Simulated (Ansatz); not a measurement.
# AlAs: the cost of one run

Method: reference: DFT, r2SCAN, plane waves, PAW, in Ansatz 0.2.0.

7 further runs of the same task are left out: 4 for a known fault of the program, 3 that didn't finish.

## (1) The starting structure

The structure is cubic, space group F-43m (No. 216). The conventional cell has a = 5.678 Å, b = 5.678 Å, c = 5.678 Å, α = 90.00°, β = 90.00°, γ = 90.00°. Al (site symmetry -43m) has 4 As at 2.46 Å as nearest neighbours. As (site symmetry -43m) has 4 Al at 2.46 Å as nearest neighbours.

Structure file:

```
CELL_PARAMETERS angstrom
0.00000 2.83893 2.83893
2.83893 0.00000 2.83893
2.83893 2.83893 0.00000
ATOMIC_POSITIONS crystal
Al 0.00000 0.00000 0.00000
As 0.25000 0.25000 0.25000
```

## (2) Reference

input.yaml reads:

```yaml
crystal:
  lattice:
    - [0.0, 2.838925176, 2.838925176]
    - [2.838925176, 0.0, 2.838925176]
    - [2.838925176, 2.838925176, 0.0]
  atoms:
    - { symbol: Al, position: [0.0, 0.0, 0.0] }
    - { symbol: As, position: [0.25, 0.25, 0.25] }
kpoints:
  mp_grid: { grid: [6, 6, 6] }
hamiltonian:
  xc: r2scan
scf:
  occupations: { method: fixed }
  n_extra_bands: 4
output:
  forces: true
  stress: true
  eigenvalues: true
```

Launch:

```bash
> ansatz run input.yaml --threads 4 --pin off --max-ram 3686MiB --backend cpu --events-out ev --progress --plain --runs-dir out
```

What time and memory should one allow on 4 threads of an x86-64 CPU, shared host?

About 5 s, with a peak of 0.45 GiB.
